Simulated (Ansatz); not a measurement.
# Electric field gradients in TaSi₂

The cell is a COD entry, its atoms then relaxed with PBE in this cell.

```cif
data_TaSi2
_symmetry_space_group_name_H-M 'P6_422'
_symmetry_Int_Tables_number 181
_cell_length_a 4.7839
_cell_length_b 4.7839
_cell_length_c 6.5700
_cell_angle_alpha 90.000
_cell_angle_beta 90.000
_cell_angle_gamma 120.000
loop_
_atom_site_label
_atom_site_type_symbol
_atom_site_symmetry_multiplicity
_atom_site_Wyckoff_symbol
_atom_site_fract_x
_atom_site_fract_y
_atom_site_fract_z
Ta Ta 3 c 0.5000 0.0000 0.0000
Si Si 6 i 0.1590 0.3179 0.0000
```

One atom of each set is listed.

All values are calculated (Ansatz; DFT, PBEsol, plane waves and PAW, scalar-relativistic, 420 eV cutoff, Γ-centred 11×11×7 k-points, Fermi–Dirac smearing 0.05 eV), not measured.

Conventions: |V_zz| ≥ |V_yy| ≥ |V_xx|, η = (V_xx − V_yy)/V_zz, C_Q = eQV_zz/h.

¹⁸¹Ta: I = 7/2, Q = 3170 mb. Quadrupole moments are those of Pyykkö's year-2017 table.

| site | atoms | first shell | V_zz (10²¹ V/m²) | η | C_Q (MHz) |
| --- | --- | --- | --- | --- | --- |
| Ta | 3 | 10 Si at 2.61–2.83 Å, 4 Ta at 3.24 Å | 6.42 | 0.82 | 492 |
| Si | 6 | 5 Si at 2.56–2.83 Å, 5 Ta at 2.61–2.83 Å; also 2 Si at 3.16 Å | -2.74 | 0.49 | – |

Si has no stable isotope with a ground-state quadrupole moment in the table, so no C_Q is given.

The run finds no gap above 0.1 eV (a metal, or nearly one), so the gradients can move by 10 % or more with the k-mesh. Without spin–orbit coupling the gradients at and beside Ta can be off by some per cent, at some sites by more.

The run took 6.9 s of wall time (25 s of CPU time) and 0.7 GiB at its peak, on 4 threads of Intel Xeon Platinum 8488C (Sapphire Rapids) (x86_64; 16 cores open to the job, memory cap 8.0 GiB, no GPU), a shared host with a load of 0.4 a core.
